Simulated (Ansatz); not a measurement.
SiO2:

```
Si O
1.0
     5.06907    0.00000    0.00000
    -2.53454    4.38995    0.00000
     0.00000    0.00000    8.55849
Si O
4 8
Cartesian
  0.0000 2.9266 3.7411
  0.0000 2.9266 0.5381
  2.5345 1.4633 4.8174
  2.5345 1.4633 8.0204
  2.1354 0.0000 0.0000
  0.0000 2.9266 2.1396
  2.5345 1.4633 6.4189
  -1.4668 2.5406 4.2792
  1.4668 2.5406 0.0000
  2.9337 0.0000 4.2792
  1.0677 1.8493 4.2792
  -1.0677 1.8493 0.0000
```

The cell comes from a database or a generator and needn't be the stable form of this composition.

A run of Ansatz 0.2.0 on this cell left the log below. Logs are shortened: lines on timing, memory, paths and dates and some standing lists are left out, and cuts for length are marked.

```text
Warning: RAYON_NUM_THREADS=4 ignored (pool sized by the plan → 4); use --threads N
Engine: ansatz 0.2.0, aarch64-unknown-linux-gnu
Pseudopotentials: kind: paw
Pseudopotential: Si, paw, valence charge 4, recommended cutoff 420 eV (normal), Si.paw.azcp
Pseudopotential: O, paw, valence charge 6, recommended cutoff 420 eV (normal), O.paw.azcp
Functional definition: PBEsol
  exchange = pbesol_x
  correlation = pbesol_c
Crystal: 12 atoms, lattice volume = 190.452 Å³
Basis set: ecut = 420 eV, 3755 PW (Γ), exchange–correlation on 72×72×120 points (8 copies of the dense FFT grid, shifted against one another)
Bands: 44, of which v1, the nominal top of the filled ones, is band 32 counted from 1 (31 counted from 0)
Symmetry: 12 space group operations
Space group: P6322 (ITA 182), of the structure as read, at distance tolerance 5.8e-5 Å
k-points: 14 of 108 (time reversal used)
Non-local potential: Si, projectors of the file, l = 0: 2, l = 1: 2, l = 2: 2
Non-local potential: O, projectors of the file, l = 0: 2, l = 1: 2, l = 2: 1
PAW form: soft (Blöchl's): semilocal exchange-correlation on the pseudo side does not see the compensation charge
PAW frozen core: Si, regenerated for the run's functional, and the local potential with it (the file was generated under x = pbe(κ = 0.804, μ = 0.2195149727645171), c = pbe(β = 0.06672455060314922))
[... 119 lines left out ...]
  k-point 1: bands = ["-18.7144", "-18.5230", "-17.1875", "-16.8711", "-16.7180", "-16.7149", "-16.7125", "-16.7094", "-8.9280", "-8.3238", "-5.7418", "-5.3861", "-5.2629", "-5.1755", "-5.1069", "-5.0115", "-2.2658", "-2.0176", "-1.9505", "-1.8489", "-1.7993", "-1.7369", "-1.3498", "-1.3496", "-1.3368", "-1.3367", "-0.2739", "-0.2689", "-0.2465", "0.1156", "0.1302", "0.5071", "6.4549", "7.3579", "9.4995", "9.6161", "9.6417", "9.8288", "10.2205", "10.4458", "10.5163", "11.1709", "11.8521", "12.2492"]
  k-point 2: bands = ["-18.7171", "-18.3081", "-17.4716", "-16.8370", "-16.7340", "-16.7301", "-16.7260", "-16.7139", "-8.9936", "-7.7426", "-6.2644", "-5.3321", "-5.2412", "-5.1136", "-4.9606", "-4.9249", "-2.5131", "-2.1231", "-2.0464", "-1.8097", "-1.7045", "-1.5757", "-1.4648", "-1.4262", "-1.2356", "-1.2194", "-0.6286", "-0.3729", "-0.2259", "-0.1126", "0.3517", "0.4780", "6.4425", "8.5516", "9.0374", "9.3300", "9.6706", "9.8437", "10.3549", "10.3965", "10.6942", "11.0853", "11.5568", "12.0754"]
  k-point 13: bands = ["-18.1283", "-18.1277", "-17.6510", "-17.6497", "-16.7603", "-16.7537", "-16.7417", "-16.7409", "-7.6731", "-7.6543", "-6.4128", "-6.3704", "-4.8744", "-4.8540", "-4.7515", "-4.6000", "-2.6129", "-2.4880", "-2.3555", "-2.3285", "-1.6817", "-1.6776", "-1.6468", "-1.3754", "-0.9587", "-0.8804", "-0.7160", "-0.6955", "-0.2691", "-0.2433", "-0.1365", "0.1966", "8.8582", "9.0287", "9.4535", "9.4763", "9.5290", "9.5717", "10.3249", "10.4824", "10.8361", "10.8934", "11.1968", "11.3939"]
--- Relaxed structure (5 steps of the walk, 5 accepted, 1 SCFs on fresh bases) ---
  F+E_penalty+E_count = -6986.42271772 eV   max|allowed force component| = 3.431e-3 eV/Å   (the final SCF, on the basis selected at the relaxed cell)
  cell:  # Å, volume = 190.7679 Å³
    - [5.063065105316099, -2.883334589696566e-11, 1.5245497717577728e-30]
    - [-2.531532552633079, 4.384743002232693, -2.3181114474790026e-19]
    - [2.864898519092644e-34, -4.519309991051527e-19, 8.593057403885835]
  atoms:
    - { symbol: Si, position: [0.33333333333333337, 0.6666666666666667, 0.43719330960326014] }
    - { symbol: Si, position: [0.33333333333333337, 0.6666666666666667, 0.06280669039674] }
    - { symbol: Si, position: [0.6666666666666667, 0.33333333333333337, 0.5628066903967401] }
    - { symbol: Si, position: [0.6666666666666667, 0.33333333333333337, 0.93719330960326] }
    - { symbol: O, position: [0.41410443035438843, -2.6967424706023285e-19, -4.46578700942231e-31] }
    - { symbol: O, position: [0.33333333333333337, 0.6666666666666667, 0.25] }
    - { symbol: O, position: [0.6666666666666667, 0.33333333333333337, 0.7500000000000002] }
    - { symbol: O, position: [-5.548538398567057e-17, 0.5858955696456117, 0.5] }
    - { symbol: O, position: [0.5858955696456116, 0.5858955696456116, -6.790303653091391e-20] }
    - { symbol: O, position: [0.5858955696456116, 2.4758483494448666e-20, 0.5] }
    - { symbol: O, position: [0.41410443035438826, 0.41410443035438826, 0.5] }
    - { symbol: O, position: [2.9236507719311218e-39, 0.4141044303543883, 6.790303653136038e-20] }
```

**Question.** What input gives this log?

**Answer.** Relaxation of cell and atoms with PBEsol, no spin polarisation. The files as run (others can give the same):

input.yaml
```yaml
crystal:
  lattice:
    - [5.0690738885, 0.0, 0.0]
    - [-2.5345369442, 4.3899467611, 0.0]
    - [0.0, 0.0, 8.55848854]
  atoms:
    - { symbol: Si, position: [0.3333333333, 0.6666666667, 0.4371258] }
    - { symbol: Si, position: [0.3333333333, 0.6666666667, 0.0628742] }
    - { symbol: Si, position: [0.6666666667, 0.3333333333, 0.5628742] }
    - { symbol: Si, position: [0.6666666667, 0.3333333333, 0.9371258] }
    - { symbol: O, position: [0.421258745, 0.0, 0.0] }
    - { symbol: O, position: [0.3333333333, 0.6666666667, 0.25] }
    - { symbol: O, position: [0.6666666667, 0.3333333333, 0.75] }
    - { symbol: O, position: [0.0, 0.578741255, 0.5] }
    - { symbol: O, position: [0.578741255, 0.578741255, 0.0] }
    - { symbol: O, position: [0.578741255, 0.0, 0.5] }
    - { symbol: O, position: [0.421258745, 0.421258745, 0.5] }
    - { symbol: O, position: [0.0, 0.421258745, 0.0] }
hamiltonian:
  xc: pbesol
  pseudopotentials: { kind: paw }
kpoints:
  mp_grid: { grid: [6, 6, 3] }
scf:
  occupations: { method: fermi_dirac, width: 0.05 }
output:
  forces: true
  stress: true
  eigenvalues: true
  write_density: true
  write_potential: true
  elf: true
  volumetric_format: npy
relax:
  f_tol: 0.01
  max_steps: 40
  cell: { stress_tol: 0.05 }
```

Potentials or basis: Ansatz PAW.
Command:
```bash
$ ansatz run input.yaml --threads 4 --pin off --max-ram 11264MiB --backend cpu --events-out ev --progress --plain --runs-dir out
```

Caveat: odd divisions of the mesh miss points on the zone boundary, where band edges often lie, so the gap on the mesh can be too wide; the plane-wave basis is chosen anew once the cell has moved, so the energies of steps on either side of that aren't comparable; the PAW data sets come from PBE, with cores solved anew for the run's functional, which leaves a small shift of forces and pressure.
